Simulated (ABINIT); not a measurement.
# Ge (Cmcm) in ABINIT: settings compared, part 2 of 2

ABINIT 10.8.3 (patched build).

### Step 4. Band structure, BLYP

run.abi

```
# Datasets: ground state, then fixed potential
ndtset 2

# Pseudopotentials
pp_dirpath "./"
pseudos "Ge.GGA_PBE-JTH.xml"

# Structure
acell 3*1.0 Angstrom
rprim
     1.4880529250    -2.5946896100     0.0000000000
     1.4880529250     2.5946896100     0.0000000000
     0.0000000000     0.0000000000     4.7275957900
ntypat 1
znucl 32
natom 2
typat 1 1
xred
     0.3334466300     0.6665533700     0.2500000000
     0.6665533700     0.3334466300     0.7500000000
chkprim 0
chksymtnons 0
tolsym 1.0e-6

# Plane-wave basis
ecut 26.0
pawecutdg 48.0
pawxcdev 0

# Exchange and correlation
ixc -106131

# Bands and occupations
occopt 3
tsmear 0.05 eV

# SCF cycle
nstep 100

# Output
iomode 3
prtwf 0
prteig 0
prtebands 0
enunit 1
prtden1 1

# Dataset 1
kptopt1 1
ngkpt1 10 10 6
nshiftk1 1
shiftk1 0.0 0.0 0.0
nband1 18
tolvrs1 1.0e-9

# Dataset 2: bands along G-X-S-R-A-Z-G-Y-X1-A1-T-Y
iscf2 -2
getden2 1
nband2 24
nbdbuf2 4
tolwfr2 1.0e-11
kptopt2 -11
ndivsm2 5
prteig2 1
prtvol2 -3
kptbounds2
     0.0000000000     0.0000000000     0.0000000000
     0.3322253894     0.3322253894     0.0000000000
     0.0000000000     0.5000000000     0.0000000000
     0.0000000000     0.5000000000     0.5000000000
     0.3322253894     0.3322253894     0.5000000000
     0.0000000000     0.0000000000     0.5000000000
     0.0000000000     0.0000000000     0.0000000000
    -0.5000000000     0.5000000000     0.0000000000
    -0.3322253894     0.6677746106     0.0000000000
    -0.3322253894     0.6677746106     0.5000000000
    -0.5000000000     0.5000000000     0.5000000000
    -0.5000000000     0.5000000000     0.0000000000
```

Potentials or basis: JTH PAW PBE v2.0.

Run with:

```console
> abinit run.abi > log 2>&1
```

run.abo:

```text
.Version 10.8.3 of ABINIT
 DATASET    1 : space group Cm c m (# 63); Bravais oC (1-face-center ortho.)
================================================================================
 Values of the parameters that define the memory need for DATASET  1.
     intxc =       0    ionmov =       0      iscf =      17    lmnmax =      18
     lnmax =       6     mgfft =      45  mpssoang =       3    mqgrid =    3001
     natom =       2  nloc_mem =       2    nspden =       1   nspinor =       1
    nsppol =       1      nsym =       8    n1xccc =       1    ntypat =       1
    occopt =       3   xclevel =       2
       mpw =        1582          nfft =       32805          nkpt =         124
 PAW method is used; the additional fine FFT grid is defined by:
   mgfftf=        60    nfftf =     77760
================================================================================
================================================================================

 DATASET    2 : space group Cm c m (# 63); Bravais oC (1-face-center ortho.)
================================================================================
 Values of the parameters that define the memory need for DATASET  2.
     intxc =       0    ionmov =       0      iscf =      -2    lmnmax =      18
     lnmax =       6     mgfft =      45  mpssoang =       3    mqgrid =    3001
     natom =       2  nloc_mem =       2    nspden =       1   nspinor =       1
    nsppol =       1      nsym =       8    n1xccc =       1    ntypat =       1
    occopt =       3   xclevel =       2
       mpw =        1592          nfft =       32805          nkpt =          72
 PAW method is used; the additional fine FFT grid is defined by:
   mgfftf=        60    nfftf =     77760
================================================================================
================================================================================

[... 911 lines left out ...]
 length scales=  1.889726125908  1.889726125908  1.889726125908 bohr
              =  1.000000000000  1.000000000000  1.000000000000 angstroms
 Eigenvalues (   eV  ) for nkpt=  72  k points:
 kpt#   1, nband= 24, wtk=  1.00000, kpt=  0.0000  0.0000  0.0000 (reduced coord)
 -14.84797  -14.84041  -14.83682  -14.83668  -14.83137  -14.82812  -14.81699  -14.81619
 -14.74280  -14.74207   -3.42451    2.33078    4.53465   16.34781   16.46101   18.43085
  18.54401   19.74656   21.51854   23.19690   24.15968   24.33294   26.40075   26.56289
 kpt#   2, nband= 24, wtk=  1.00000, kpt=  0.0302  0.0302  0.0000 (reduced coord)
 -14.84774  -14.84157  -14.83794  -14.83115  -14.82901  -14.82704  -14.81801  -14.81726
 -14.74366  -14.74237   -3.36360    2.38575    4.59833   15.77700   16.05349   18.30470
  18.52273   19.64463   21.91589   22.86252   24.19948   24.64326   26.28828   26.48932
 kpt#   3, nband= 24, wtk=  1.00000, kpt=  0.0604  0.0604  0.0000 (reduced coord)
 -14.84876  -14.84612  -14.82958  -14.82447  -14.82355  -14.82221  -14.82102  -14.82012
 -14.74816  -14.74125   -3.18089    2.55009    4.78875   14.41219   15.18950   17.85714
  18.45714   19.30132   22.02539   22.22292   24.92957   25.21508   25.22357   25.55747
 kpt#   4, nband= 24, wtk=  1.00000, kpt=  0.0906  0.0906  0.0000 (reduced coord)
 -14.85072  -14.85020  -14.82626  -14.82415  -14.82184  -14.81783  -14.81254  -14.81106
 -14.75478  -14.73984   -2.87651    2.82158    5.10409   12.91557   13.96964   17.27479
  18.04682   18.65867   21.36709   22.04028   23.66449   24.62950   26.24324   26.27065
 kpt#   5, nband= 24, wtk=  1.00000, kpt=  0.1208  0.1208  0.0000 (reduced coord)
[... 257 lines left out ...]
 -14.74294  -14.73157    1.88328    3.12093    5.18317    6.45513   12.47865   13.06406
  14.38293   15.50301   17.56315   19.31041   22.13975   23.67778   25.71071   27.61229
 kpt#  70, nband= 24, wtk=  1.00000, kpt= -0.5000  0.5000  0.2000 (reduced coord)
 -14.89620  -14.86955  -14.84617  -14.83664  -14.81260  -14.77563  -14.75506  -14.74237
 -14.73951  -14.73534    1.58379    2.96549    5.94000    7.32975   11.08398   12.72891
  13.18207   16.23387   17.15149   20.05899   23.48098   24.37294   25.84221   26.72798
 kpt#  71, nband= 24, wtk=  1.00000, kpt= -0.5000  0.5000  0.1000 (reduced coord)
 -14.90049  -14.86561  -14.84431  -14.84363  -14.79774  -14.78643  -14.75269  -14.74198
 -14.74190  -14.73434    1.40039    2.82738    6.87005    8.18532    9.78928   12.05826
  12.52546   16.82970   16.91683   20.94739   23.41324   23.49095   27.53304   28.14193
 kpt#  72, nband= 24, wtk=  1.00000, kpt= -0.5000  0.5000  0.0000 (reduced coord)
 -14.90198  -14.86334  -14.84694  -14.84319  -14.79095  -14.79061  -14.75224  -14.74583
 -14.74184  -14.73218    1.33876    2.77646    7.50885    8.62835    9.03008   11.51798
  12.45727   16.84040   17.07389   21.51511   23.01366   23.04781   28.92477   30.26968

== END DATASET(S) ==============================================================
================================================================================

 -outvars: echo values of variables after computation  --------
            acell      1.8897261259E+00  1.8897261259E+00  1.8897261259E+00 Bohr
           etotal1    -1.9103597726E+02
            fcart1     4.0517979993E-22  8.5026474066E-06 -8.8300106836E-31
                      -4.0517979993E-22 -8.5026474066E-06  8.8300106836E-31
            rprim      1.4880529250E+00 -2.5946896100E+00  0.0000000000E+00
                       1.4880529250E+00  2.5946896100E+00  0.0000000000E+00
                       0.0000000000E+00  0.0000000000E+00  4.7275957900E+00
           strten1    -3.5985709162E-04 -3.6247261656E-04 -4.5304176982E-04
                       0.0000000000E+00  0.0000000000E+00  0.0000000000E+00
           xangst      1.4880529250E+00  8.6430859730E-01  1.1818989475E+00
                       1.4880529250E+00 -8.6430859730E-01  3.5456968425E+00
             xred      3.3344663000E-01  6.6655337000E-01  2.5000000000E-01
                       6.6655337000E-01  3.3344663000E-01  7.5000000000E-01
 Calculation completed.
```

It took 2.4 min on 1 thread of Arm Neoverse V2, shared host; peak memory 0.21 GiB.

What came out:

```yaml
Free_energy: -5198.3538 eV
Pressure: 11.5 GPa
Band_gap_on_the_k_mesh: none (metal or under the smearing width)
Valence_electrons_inside_the_program's_atomic_spheres: Ge 12.24 (radii [1.2196] Å)
```

Stress tensor (GPa, compression positive):
```
10.59  0.00  0.00
 0.00 10.66  0.00
 0.00  0.00 13.33
```

Levels at the corners of the path, in eV from the Fermi level:
```tsv
point	band 12	band 13	band 14	band 15	band 16	band 17
Γ	-7.62	-5.42	6.39	6.51	8.48	8.59
X	-6.86	-3.92	-0.08	-0.07	0.96	1.00
S	-7.13	-2.41	-1.30	-0.86	1.60	2.35
R	-7.15	-4.84	-4.84	3.99	3.99	4.91
A	-6.11	-3.56	-3.56	-2.27	-2.27	6.53
Z	-11.71	1.83	1.83	7.50	7.50	7.61
Γ	-7.62	-5.42	6.39	6.51	8.48	8.59
Y	-7.18	-2.45	-1.33	-0.92	1.56	2.50
X1	-6.86	-3.92	-0.08	-0.07	0.96	1.00
A1	-6.11	-3.56	-3.56	-2.27	-2.27	6.53
T	-7.22	-4.86	-4.86	4.14	4.14	4.92
Y	-7.18	-2.45	-1.33	-0.92	1.56	2.50
```

Caveat: the PAW data sets were made with another functional, which shifts forces and pressure a little.

### Step 5. Band structure, AM05

run.abi: that of step 4 with these lines changed.

```diff
@@ -30,3 +30,3 @@
 # Exchange and correlation
-ixc -106131
+ixc -120135
```

Run with:

```console
> abinit run.abi > log 2>&1
```

It took 2.4 min on 1 thread of Arm Neoverse V2, shared host; peak memory 0.21 GiB.

Results (log left out):

| Property | Result |
| --- | --- |
| Free energy | -5199.9107 eV |
| Pressure | 0.1 GPa |
| Band gap on the k mesh | none (metal or under the smearing width) |
| Valence electrons inside the program's atomic spheres | Ge 12.18 (radii [1.2196] Å) |

Stress tensor (GPa, compression positive):
```
-0.85  0.00  0.00
 0.00 -0.62  0.00
 0.00  0.00  1.69
```

Levels at the corners of the path, in eV from the Fermi level:
```csv
point,band 10,band 11,band 12,band 13,band 14,band 15,band 16,band 17,band 18,band 19
Γ,-24.52,-13.37,-7.44,-5.56,6.65,6.76,8.72,8.84,10.15,11.37
X,-24.51,-6.70,-6.68,-4.07,0.01,0.03,1.00,1.01,1.02,5.33
S,-24.51,-8.41,-7.10,-2.24,-1.25,-0.87,1.43,2.46,6.41,7.25
R,-24.51,-6.96,-6.96,-4.95,-4.95,4.13,4.13,5.11,5.11,8.63
A,-24.51,-5.84,-5.84,-3.64,-3.64,-2.39,-2.39,6.77,6.77,11.56
Z,-24.54,-11.69,-11.69,1.90,1.90,7.79,7.79,7.90,7.90,12.67
Γ,-24.52,-13.37,-7.44,-5.56,6.65,6.76,8.72,8.84,10.15,11.37
Y,-24.51,-8.48,-7.14,-2.28,-1.27,-0.94,1.40,2.61,6.55,7.40
X1,-24.51,-6.70,-6.68,-4.07,0.01,0.03,1.00,1.01,1.02,5.33
A1,-24.51,-5.84,-5.84,-3.64,-3.64,-2.39,-2.39,6.77,6.77,11.56
T,-24.51,-7.03,-7.03,-4.97,-4.97,4.29,4.29,5.13,5.13,8.71
Y,-24.51,-8.48,-7.14,-2.28,-1.27,-0.94,1.40,2.61,6.55,7.40
```

Caveat: the PAW data sets were made with another functional, which shifts forces and pressure a little.

### Step 6. Overview

| level | gap on the mesh (eV) | pressure (GPa) |
| --- | --- | --- |
| LDA | none | -1.0 |
| PBEsol | none | 0.8 |
| BLYP | none | 11.5 |
| AM05 | none | 0.1 |

Alike in all rows: task band structure; potentials or basis JTH PAW PBE v2.0; no spin polarisation; cell as given; k mesh 10 × 10 × 6; cutoff (eV) 707; smearing fermi-dirac 0.05 eV.

Every run on the cell as given and a fine mesh finds a metal. The pressure there spans -1.0 GPa (LDA) to 11.5 GPa (BLYP); a positive pressure means that this level wants a larger cell, a negative one a smaller.

Caveats: the PAW data sets were made with another functional, which shifts forces and pressure a little.

Total energies depend on the potentials used, so only differences within one code and one set of settings carry meaning.
